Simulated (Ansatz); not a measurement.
A run of Ansatz 0.2.0 is set up as follows.

The input input.yaml:

```yaml
crystal:
  lattice:
    - [2.6205428149, 0.0, 0.0]
    - [-1.3102714075, 2.2694566494, 0.0]
    - [0.0, 0.0, 2.46635439]
  atoms:
    - { symbol: Si, position: [0.0, 0.0, 0.0] }
hamiltonian:
  xc: pbe
  pseudopotentials: { kind: paw }
kpoints:
  mp_grid: { grid: [12, 12, 11] }
scf:
  occupations: { method: gaussian, width: 0.026 }
output:
  forces: true
  stress: true
  eigenvalues: true
```

Potentials or basis: Ansatz PAW.

The run is started by

```bash
$ ansatz run input.yaml --threads 2 --pin off --max-ram 5632MiB --backend cpu --events-out ev --progress --plain --runs-dir out
```

Question: Estimate the pressure.

Answer: 3.1 GPa.

Question: Estimate the band gap on the k mesh.

Answer: None (metal or under the smearing width).

Stress tensor (GPa, compression positive):
```
1.32 0.00 0.00
0.00 1.32 0.00
0.00 0.00 6.58
```
